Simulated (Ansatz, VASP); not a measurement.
ZnS (Wurtzite-2H): VASP beside Ansatz

The input INCAR:

```
ALGO = Normal
EDIFF = 1E-7
ENCUT = 520
GGA = PS
ISIF = 2
ISMEAR = -1
LASPH = T
LCHARG = T
LELF = T
LREAL = F
LVHAR = T
LWAVE = F
NBANDS = 26
NELM = 100
PREC = Accurate
SIGMA = 0.05
```

Contents of KPOINTS:

```
k-points
0
Gamma
  6 6 4
```

Contents of POSCAR:

```
ZnS
1.0
    3.8054280153      0.0000000000      0.0000000000
   -1.9027140076      3.2955973335      0.0000000000
    0.0000000000      0.0000000000      6.2440175084
Zn S
2 2
Direct
    0.3333333333      0.6666666667      0.0053397643
    0.6666666667      0.3333333333      0.5053397643
    0.3333333333      0.6666666667      0.3796602357
    0.6666666667      0.3333333333      0.8796602357
```

Input for Ansatz:

```yaml
crystal:
  lattice:
    - [3.8054280153, 0.0, 0.0]
    - [-1.9027140076, 3.2955973335, 0.0]
    - [0.0, 0.0, 6.2440175084]
  atoms:
    - { symbol: Zn, position: [0.3333333333, 0.6666666667, 0.0053397643] }
    - { symbol: Zn, position: [0.6666666667, 0.3333333333, 0.5053397643] }
    - { symbol: S, position: [0.3333333333, 0.6666666667, 0.3796602357] }
    - { symbol: S, position: [0.6666666667, 0.3333333333, 0.8796602357] }
kpoints:
  mp_grid: { grid: [6, 6, 4] }
hamiltonian:
  xc: pbesol
scf:
  occupations: { method: fermi_dirac, width: 0.05 }
  n_extra_bands: 5
output:
  forces: true
  stress: true
  eigenvalues: true
```

Alike in both runs: task single point; functional PBEsol; k mesh 6 × 6 × 4; occupations fermi-dirac, width 0.05 eV; no spin polarisation.

|  | VASP | Ansatz |
| --- | --- | --- |
| version | VASP 6.6.1 | Ansatz 0.2.0 |
| potentials or method | VASP PAW PBE potentials, release 64 (Zn, S) | plane waves |
| plane-wave cutoff (eV) | 520 | 420 |
| valence electrons in the cell | 36 | 36 |

|  | VASP | Ansatz | Ansatz less VASP |
| --- | --- | --- | --- |
| gap on the k mesh at the Fermi level (eV) | 2.08 | 2.08 | -0.005 |
| pressure (GPa) | -1.2 | -1.4 | -0.19 |

Caveats: the PAW data sets were made with another functional, which shifts forces and pressure a little (VASP).
